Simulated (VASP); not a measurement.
# Be2C (Fm-3m) in VASP: further runs

One crystal, Be2C, is run at these levels: LDA; tasks: single point, relaxation of cell and atoms.

Everything below comes from runs of VASP 6.6.1. Logs are shortened: lines on timing, memory, paths and dates and some standing lists are left out, and cuts for length are marked.

### 1 Starting point

Symmetry: Fm-3m, No. 225, cubic system. The conventional cell has a = 4.328 Å, b = 4.328 Å, c = 4.328 Å, α = 90.00°, β = 90.00°, γ = 90.00°. Be (site symmetry -43m) is surrounded by 4 C at 1.87 Å. C (site symmetry m-3m) has 8 Be at 1.87 Å as nearest neighbours.

### 2 Single point, LDA (relaxed again under DFT LDA, scalar-relativistic, plane waves, PAW)

INCAR reads:

```
ALGO = Normal
EDIFF = 1E-6
ENCUT = 520
GGA = CA
ISIF = 2
ISMEAR = 0
LASPH = True
LCHARG = False
LREAL = False
LWAVE = False
NBANDS = 11
NELM = 60
PREC = Accurate
SIGMA = 0.02
```

KPOINTS reads:

```
k-points
0
Gamma
  12 12 12
```

POSCAR reads:

```
Be2C
1.0
    0.0000000000      2.1341537992      2.1341537992
    2.1341537992      0.0000000000      2.1341537992
    2.1341537992      2.1341537992      0.0000000000
Be C
2 1
Direct
    0.2500000000      0.2500000000      0.2500000000
    0.7500000000      0.7500000000      0.7500000000
    0.0000000000      0.0000000000      0.0000000000
```

Potentials or basis: VASP PAW LDA potentials, release 64 (Be, C).

Run with:

```sh
> cat potpaw_LDA.64/Be/POTCAR potpaw_LDA.64/C/POTCAR > POTCAR
> mpirun -np 1 vasp_std > vasp.out
```

OUTCAR:

```text
EDIFF = 1E-6
   ENCUT = 520
   GGA = CA
   ISIF = 2
   ISMEAR = 0
   LASPH = True
   LREAL = False
   NELM = 60
   PREC = Accurate

 ion  position               nearest neighbor table
   1  0.250  0.250  0.250-   3 1.85   3 1.85   3 1.85   3 1.85   2 2.13   2 2.13   2 2.13   2 2.13
                             2 2.13   2 2.13
   2  0.750  0.750  0.750-   3 1.85   3 1.85   3 1.85   3 1.85   1 2.13   1 2.13   1 2.13   1 2.13
                             1 2.13   1 2.13
   3  0.000  0.000  0.000-   2 1.85   2 1.85   2 1.85   1 1.85   2 1.85   1 1.85   1 1.85   1 1.85

  LATTYP: Found a face centered cubic cell.
 ALAT       =     4.2683075984

  Lattice vectors:

 A1 = (   0.0000000000,   2.1341537992,   2.1341537992)
 A2 = (   2.1341537992,   0.0000000000,   2.1341537992)
 A3 = (   2.1341537992,   2.1341537992,   0.0000000000)

Analysis of symmetry for initial positions (statically):
=====================================================================
 Subroutine PRICEL returns:
 Original cell was already a primitive cell.

 Routine SETGRP: Setting up the symmetry group for a
 face centered cubic supercell.

 Subroutine GETGRP returns: Found 48 space group operations
 (whereof 48 operations were pure point group operations)
 out of a pool of 48 trial point group operations.

The static configuration has the point symmetry O_h .

Analysis of symmetry for dynamics (positions and initial velocities):
=====================================================================
 Subroutine PRICEL returns:
 Original cell was already a primitive cell.

 Routine SETGRP: Setting up the symmetry group for a
 face centered cubic supercell.

 Subroutine GETGRP returns: Found 48 space group operations
 (whereof 48 operations were pure point group operations)
 out of a pool of 48 trial point group operations.

The dynamic configuration has the point symmetry O_h .

 Subroutine INISYM returns: Found 48 space group operations
 (whereof 48 operations are pure point group operations),
 and found     1 'primitive' translations

----------------------------------------------------------------------------------------

                                     Primitive cell

  volume of cell :      19.4405

  direct lattice vectors                    reciprocal lattice vectors
     0.000000000  2.134153799  2.134153799    -0.234284896  0.234284896  0.234284896
     2.134153799  0.000000000  2.134153799     0.234284896 -0.234284896  0.234284896
     2.134153799  2.134153799  0.000000000     0.234284896  0.234284896 -0.234284896

  length of vectors
     3.018149247  3.018149247  3.018149247     0.405793343  0.405793343  0.405793343

  position of ions in fractional coordinates (direct lattice)
     0.250000000  0.250000000  0.250000000
     0.750000000  0.750000000  0.750000000
     0.000000000  0.000000000  0.000000000

  ion indices of the primitive-cell ions
   primitive index   ion index
                 1           1
                 2           2
                 3           3

----------------------------------------------------------------------------------------

 KPOINTS: k-points

Automatic generation of k-mesh.
 Grid dimensions read from file:
 generate k-points for:   12   12   12

 Generating k-lattice:

  Cartesian coordinates                     Fractional coordinates (reciprocal lattice)
    -0.019523741  0.019523741  0.019523741     0.083333333  0.000000000  0.000000000
     0.019523741 -0.019523741  0.019523741     0.000000000  0.083333333  0.000000000
     0.019523741  0.019523741 -0.019523741     0.000000000  0.000000000  0.083333333

  Length of vectors
     0.033816112  0.033816112  0.033816112

  Shift w.r.t. Gamma in fractional coordinates (k-lattice)
     0.000000000  0.000000000  0.000000000

 Subroutine IBZKPT returns following result:
 ===========================================

 Found     72 irreducible k-points:

 Following reciprocal coordinates:
            Coordinates               Weight
  0.000000  0.000000  0.000000      1.000000
  0.083333  0.000000  0.000000      8.000000
  0.166667  0.000000  0.000000      8.000000
  0.250000  0.000000  0.000000      8.000000
  0.333333  0.000000  0.000000      8.000000
  0.416667  0.000000  0.000000      8.000000
[... 16 lines left out ...]
  0.500000  0.166667  0.000000     24.000000
 -0.416667  0.166667  0.000000     24.000000
 [... further k-points ...]
   k-points           NKPTS =     72   k-points in BZ     NKDIM =     72   number of bands    NBANDS=     11
   number of dos      NEDOS =    301   number of ions     NIONS =      3
   total plane-waves  NPLWV =  13824
   dimension x,y,z NGX =    24 NGY =   24 NGZ =   24
   dimension x,y,z NGXF=    48 NGYF=   48 NGZF=   48
   ions per type =               2   1
   NGX,Y,Z   is equivalent  to a cutoff of  13.22, 13.22, 13.22 a.u.
   NGXF,Y,Z  is equivalent  to a cutoff of  26.44, 26.44, 26.44 a.u.
 SYSTEM =  unknown system
   PREC   = accura    normal or accurate (medium, high low for compatibility)
   ISTART =      0    job   : 0-new  1-cont  2-samecut
   ICHARG =      2    charge: 1-file 2-atom 10-const
   ISPIN  =      1    spin polarized calculation?
   LNONCOLLINEAR =      F non collinear calculations
   LSORBIT =      F    spin-orbit coupling
   LASPH  =      T    aspherical Exc in radial PAW
   ENCUT  =  520.0 eV  38.22 Ry    6.18 a.u.   5.61  5.61  5.61*2*pi/ulx,y,z
   NELM   =     60;   NELMIN=  2; NELMDL= -5     # of ELM steps
   EDIFF  = 0.1E-05   stopping-criterion for ELM
   LREAL  =      F    real-space projection
   EDIFFG = 0.1E-04   stopping-criterion for IOM
   NSW    =      0    number of steps for IOM
   IBRION =     -1    ionic relax: 0-MD 1-quasi-New 2-CG
   NFREE  =      0    steps in history (QN), initial steepest desc. (CG)
   ISIF   =      2    stress and relaxation
   ISYM   =      2    0-nonsym 1-usesym 2-fastsym
   POTIM  = 0.5000    time-step for ionic-motion
   TEBEG  =    0.0;   TEEND  =   0.0 temperature during run
   PSTRESS=    0.0 pullay stress
   NELECT =       8.0000    total number of electrons
   NUPDOWN=      -1.0000    fix difference up-down
   EMIN   =  10.00;   EMAX   =-10.00  energy-range for DOS
   EFERMI =   0.00;   METHOD = LEGACY
   ISMEAR =     0;   SIGMA  =   0.02  broadening in eV -4-tet -1-fermi 0-gaus
   EFERMI_NEDOS =   21; number of points for ismear=-14 and -15
   IALGO  =     38    algorithm
   IMIX   =      4    mixing-type and parameters
     AMIX     =   0.40;   BMIX     =  1.00
     AMIX_MAG =   1.60;   BMIX_MAG =  1.00
  volume/ion in A,a.u.               =       6.48        43.73
  Fermi-wavevector in a.u.,A,eV,Ry     =   1.217687  2.301095 20.174207  1.482762
  Thomas-Fermi vector in A             =   2.352999
   LORBIT       =      0    0 simple, 1 ext, 2 COOP (PROOUT), +10 PAW based schemes
   GGA     = CA    functional components
   LHFCALC =     F    Hartree Fock is set to
   AEXX    =    0.0000 exact exchange contribution
   IVDW    =     0    specifies the selected vdW correction
   LEPSILON=     F    determine dielectric tensor
   LRPA    =     F    only Hartree local field effects (RPA)
 non-spin polarized calculation
 Gauss-broadening in eV      SIGMA  =   0.02
  energy-cutoff  :      520.00
  volume of cell :       19.44
 maximum number of plane-waves:       544
   NGX = 11   NGY = 11   NGZ = 11

 number of electron       7.9999999 magnetization

 Free energy of the ion-electron system (eV)
  ---------------------------------------------------
  ext. energy  EPLUGINS =         0.00000000
  ---------------------------------------------------
  free energy    TOTEN  =       -19.43058621 eV

  energy without entropy =      -19.43058621  energy(sigma->0) =      -19.43058621

 E-fermi :   8.1274     XC(G=0): -11.6914

 val. band max:        7.9454090725   @ k =   0.0000   0.0000   0.0000
 cond. band min:       9.1434163678   @ k =   0.5000   0.5000   0.0000
 fundamental gap:      1.1980072954
 Fermi energy:         8.1273742893

 k-point     1 :       0.0000    0.0000    0.0000
  band No.  band energies     occupation
      1      -7.2295      2.00000
      2       7.9454      2.00000
      3       7.9454      2.00000
      4       7.9454      2.00000
      5      12.0461      0.00000
      6      12.0461      0.00000
      7      12.0461      0.00000
      8      15.2920      0.00000
      9      21.2980      0.00000
     10      21.2980      0.00000
     11      21.2980      0.00000

 k-point     2 :       0.0833    0.0000    0.0000
  band No.  band energies     occupation
      1      -7.1171      2.00000
      2       6.9405      2.00000
      3       7.7116      2.00000
      4       7.7116      2.00000
      5      12.3830      0.00000
      6      12.3830      0.00000
      7      12.7507      0.00000
      8      15.4996      0.00000
      9      20.4839      0.00000
     10      20.4839      0.00000
     11      21.6158      0.00000

 k-point     3 :       0.1667    0.0000    0.0000
  band No.  band energies     occupation
      1      -6.7819      2.00000
      2       5.0231      2.00000
      3       7.2164      2.00000
      4       7.2164      2.00000
      5      13.0571      0.00000
      6      13.0571      0.00000
      7      13.7659      0.00000
      8      16.0821      0.00000
      9      19.4947      0.00000
     10      19.4947      0.00000
     11      22.5174      0.00000
[... 267 lines left out ...]
 k-point    23 :       0.5000    0.1667    0.0000
  band No.  band energies     occupation
      1      -4.1795      2.00000
      2      -0.2946      2.00000
      3       4.6066      2.00000
      4       4.9565      2.00000
      5      12.4889      0.00000
      6      15.0782      0.00000
      7      16.8160      0.00000
      8      17.8718      0.00000
      9      21.1132      0.00000
     10      22.9354      0.00000
     11      25.6729      0.00000

 k-point    24 :      -0.4167    0.1667    0.0000
  band No.  band energies     occupation
      1      -4.0297      2.00000
      2      -0.5245      2.00000
      3       4.2214      2.00000
      4       5.2959      2.00000
      5      12.7720      0.00000
      6      14.7697      0.00000
      7      16.7774      0.00000
      8      18.8910      0.00000
      9      21.1420      0.00000
     10      21.5615      0.00000
     11      25.5144      0.00000

 [... further k-points ...]

------------------------ aborting loop because EDIFF is reached ----------------------------------------

  FORCE on cell =-STRESS in cart. coord.  units (eV):
  Direction    XX          YY          ZZ          XY          YZ          ZX
  --------------------------------------------------------------------------------------
  -------------------------------------------------------------------------------------
  Total        0.0778704      0.0778704      0.0778704      0.0000000      0.0000000      0.0000000
  in kB        6.4176485      6.4176485      6.4176485      0.0000000      0.0000000      0.0000000
  external PRESSURE =       6.4176485 kB  Pullay stress =       0.0000000 kB

 VOLUME and BASIS-vectors are now :
 -----------------------------------------------------------------------------
  energy-cutoff  :      520.00
  volume of cell :       19.44
      direct lattice vectors                 reciprocal lattice vectors
     0.000000000  2.134153799  2.134153799    -0.234284896  0.234284896  0.234284896
     2.134153799  0.000000000  2.134153799     0.234284896 -0.234284896  0.234284896
     2.134153799  2.134153799  0.000000000     0.234284896  0.234284896 -0.234284896

 POSITION                                       TOTAL-FORCE (eV/Angst)
 -----------------------------------------------------------------------------------
      1.06708      1.06708      1.06708        -0.000000      0.000000      0.000000
      3.20123      3.20123      3.20123         0.000000     -0.000000     -0.000000
      0.00000      0.00000      0.00000        -0.000000     -0.000000     -0.000000
 -----------------------------------------------------------------------------------
    total drift:                               -0.000000     -0.000000     -0.000000

  FREE ENERGIE OF THE ION-ELECTRON SYSTEM (eV)
  ---------------------------------------------------
  free  energy   TOTEN  =       -19.4305862120 eV

  energy  without entropy=      -19.4305862120  energy(sigma->0) =      -19.43058621
```

It took 5.5 s on 1 thread of Intel Xeon 6975P-C (Granite Rapids), shared host; peak memory 0.13 GiB.

Results:

| Quantity | Value |
| --- | --- |
| Free energy | -19.4306 eV |
| Pressure | 0.6 GPa |
| Band gap on the k mesh | 1.20 eV, indirect (least direct gap 4.10 eV) |

A k mesh can miss the band edges.

### 3 Relaxation of cell and atoms, LDA

INCAR reads:

```
ALGO = Normal ; EDIFF = 1E-6
EDIFFG = -0.005 ; ENCUT = 600
IBRION = 2 ; ISIF = 3
ISMEAR = 0 ; LASPH = True
LCHARG = False ; LREAL = False
LWAVE = False ; NELM = 80
NSW = 70 ; PREC = Accurate
SIGMA = 0.02
```

KPOINTS is that of step 2.

POSCAR reads:

```
Be2C
1.0
    0.0000000000      2.1642401185      2.1642401185
    2.1642401185      0.0000000000      2.1642401185
    2.1642401185      2.1642401185      0.0000000000
Be C
2 1
Direct
    0.2500000000      0.2500000000      0.2500000000
    0.7500000000      0.7500000000      0.7500000000
    0.0000000000      0.0000000000      0.0000000000
```

Potentials or basis: VASP PAW LDA potentials, release 64 (Be, C).

Run with:

```sh
> cat potpaw_LDA.64/Be/POTCAR potpaw_LDA.64/C/POTCAR > POTCAR
> mpirun -np 1 vasp_std > vasp.out
```

OUTCAR:

```text
EDIFF = 1E-6
   EDIFFG = -0.005
   ENCUT = 600
   IBRION = 2
   ISIF = 3
   ISMEAR = 0
   LASPH = True
   LREAL = False
   NELM = 80
   NSW = 70
   PREC = Accurate

 ion  position               nearest neighbor table
   1  0.250  0.250  0.250-   3 1.87   3 1.87   3 1.87   3 1.87   2 2.16   2 2.16   2 2.16   2 2.16
                             2 2.16   2 2.16
   2  0.750  0.750  0.750-   3 1.87   3 1.87   3 1.87   3 1.87   1 2.16   1 2.16   1 2.16   1 2.16
                             1 2.16   1 2.16
   3  0.000  0.000  0.000-   2 1.87   2 1.87   2 1.87   1 1.87   1 1.87   1 1.87   2 1.87   1 1.87

  LATTYP: Found a face centered cubic cell.
 ALAT       =     4.3284802370

  Lattice vectors:

 A1 = (   0.0000000000,   2.1642401185,   2.1642401185)
 A2 = (   2.1642401185,   0.0000000000,   2.1642401185)
 A3 = (   2.1642401185,   2.1642401185,   0.0000000000)

Analysis of symmetry for initial positions (statically):
=====================================================================
 Subroutine PRICEL returns:
 Original cell was already a primitive cell.

 Routine SETGRP: Setting up the symmetry group for a
 face centered cubic supercell.

 Subroutine GETGRP returns: Found 48 space group operations
 (whereof 48 operations were pure point group operations)
 out of a pool of 48 trial point group operations.

The static configuration has the point symmetry O_h .

Analysis of symmetry for dynamics (positions and initial velocities):
=====================================================================
 Subroutine PRICEL returns:
 Original cell was already a primitive cell.

 Routine SETGRP: Setting up the symmetry group for a
 face centered cubic supercell.

 Subroutine GETGRP returns: Found 48 space group operations
 (whereof 48 operations were pure point group operations)
 out of a pool of 48 trial point group operations.

The dynamic configuration has the point symmetry O_h .

[... 137 lines left out ...]
   NGX = 13   NGY = 13   NGZ = 13

--------------------------------------- Ionic step        1  -------------------------------------------

 number of electron       8.0000000 magnetization

 Free energy of the ion-electron system (eV)
  ---------------------------------------------------
  ext. energy  EPLUGINS =         0.00000000
  ---------------------------------------------------
  free energy    TOTEN  =       -19.41309445 eV

  energy without entropy =      -19.41309445  energy(sigma->0) =      -19.41309445

------------------------ aborting loop because EDIFF is reached ----------------------------------------

  FORCE on cell =-STRESS in cart. coord.  units (eV):
  Direction    XX          YY          ZZ          XY          YZ          ZX
  --------------------------------------------------------------------------------------
  -------------------------------------------------------------------------------------
  Total       -1.0189210     -1.0189210     -1.0189210     -0.0000000      0.0000000     -0.0000000
  in kB      -80.5201839    -80.5201839    -80.5201839     -0.0000000      0.0000000     -0.0000000
  external PRESSURE =     -80.5201839 kB  Pullay stress =       0.0000000 kB
[... 61 lines left out ...]
--------------------------------------- Ionic step        3  -------------------------------------------

 number of electron       7.9999999 magnetization

 Free energy of the ion-electron system (eV)
  ---------------------------------------------------
  ext. energy  EPLUGINS =         0.00000000
  ---------------------------------------------------
  free energy    TOTEN  =       -19.43354053 eV

  energy without entropy =      -19.43354053  energy(sigma->0) =      -19.43354053

 E-fermi :   8.0320     XC(G=0): -11.6829

 val. band max:        7.9233531869   @ k =   0.0000   0.0000   0.0000
 cond. band min:       9.1206493899   @ k =   0.5000   0.5000   0.0000
 fundamental gap:      1.1972962029
 Fermi energy:         8.0319849569

 k-point     1 :       0.0000    0.0000    0.0000
  band No.  band energies     occupation
      1      -7.2357      2.00000
      2       7.9234      2.00000
      3       7.9234      2.00000
      4       7.9234      2.00000
      5      12.0210      0.00000
      6      12.0210      0.00000
      7      12.0210      0.00000
      8      15.2456      0.00000
[... 243 lines left out ...]
 k-point    24 :      -0.4167    0.1667    0.0000
  band No.  band energies     occupation
      1      -4.0415      2.00000
      2      -0.5336      2.00000
      3       4.2049      2.00000
      4       5.2789      2.00000
      5      12.7443      0.00000
      6      14.7408      0.00000
      7      16.7327      0.00000
      8      18.8526      0.00000

 [... further k-points ...]

------------------------ aborting loop because EDIFF is reached ----------------------------------------

  FORCE on cell =-STRESS in cart. coord.  units (eV):
  Direction    XX          YY          ZZ          XY          YZ          ZX
  --------------------------------------------------------------------------------------
  -------------------------------------------------------------------------------------
  Total        0.0000085      0.0000085      0.0000085     -0.0000000      0.0000000      0.0000000
  in kB        0.0006986      0.0006986      0.0006986     -0.0000000      0.0000000      0.0000000
  external PRESSURE =       0.0006986 kB  Pullay stress =       0.0000000 kB
[... 18 lines left out ...]
  FREE ENERGIE OF THE ION-ELECTRON SYSTEM (eV)
  ---------------------------------------------------
  free  energy   TOTEN  =       -19.4335405286 eV

  energy  without entropy=      -19.4335405286  energy(sigma->0) =      -19.43354053

 reached required accuracy - stopping structural energy minimisation
```

Wall time 8.2 s (1 thread of Intel Xeon 6975P-C (Granite Rapids), shared host); peak memory 0.13 GiB.

Results:

* Free energy: -19.4335 eV
* Relaxed volume: 6.49 Å³/atom
* Relaxed cell: a = 3.020 Å, b = 3.020 Å, c = 3.020 Å, α = 60.00°, β = 60.00°, γ = 60.00°
* Space group after relaxing (to 0.05 Å): Fm-3m (No. 225)
* Energy gained by relaxing: 6.8 meV/atom
* Ionic steps: 3
* Pressure after relaxing: 0.0 GPa
* Band gap on the k mesh: 1.20 eV, indirect (least direct gap 4.10 eV)

Step by step:
| step | energy change (eV) | largest force (eV/Å) | pressure (GPa) | volume (Å³) |
| --- | --- | --- | --- | --- |
| 1 | 0.0000 | 0.0000 | -8.05 | 20.27 |
| 2 | -0.0192 | 0.0000 | 2.14 | 19.29 |
| 3 | -0.0204 | 0.0000 | 0.00 | 19.48 |

Final structure:
```xyz
3
Lattice="0.0000 2.1357 2.1357 2.1357 0.0000 2.1357 2.1357 2.1357 0.0000" Properties=species:S:1:pos:R:3 pbc="T T T"
Be    1.0678    1.0678    1.0678
Be    3.2035    3.2035    3.2035
C     0.0000    0.0000    0.0000
```

A k mesh can miss the band edges. Zero-point motion and thermal expansion aren't in these numbers.
